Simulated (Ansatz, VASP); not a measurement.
## Two plane-wave programs on Ca

```
CELL_PARAMETERS angstrom
-2.09649 2.10173 2.44535
2.09649 -2.10173 2.44535
2.09649 2.10173 -2.44535
ATOMIC_POSITIONS crystal
Ca 0.50000 0.50000 0.00000
```

This isn't the form of Ca at room conditions, which is fcc.

Alike in both runs: task single point; functional LDA; k mesh 6 × 6 × 6; occupations gaussian, width 0.1 eV; no spin polarisation.

```csv
,VASP,Ansatz
version,VASP 6.6.1,Ansatz 0.2.0
potentials or method,"VASP PAW LDA potentials, release 64 (Ca_sv)","scalar-relativistic, plane waves, PAW"
plane-wave cutoff (eV),520,420
valence electrons in the cell,10,10
```

```tsv
	VASP	Ansatz	Ansatz less VASP
gap on the k mesh at the Fermi level (eV)	none	none	-
pressure (GPa)	-2.0	-2.0	+0.01
```

A gap of «none» marks a metal or a gap that the smearing closes.
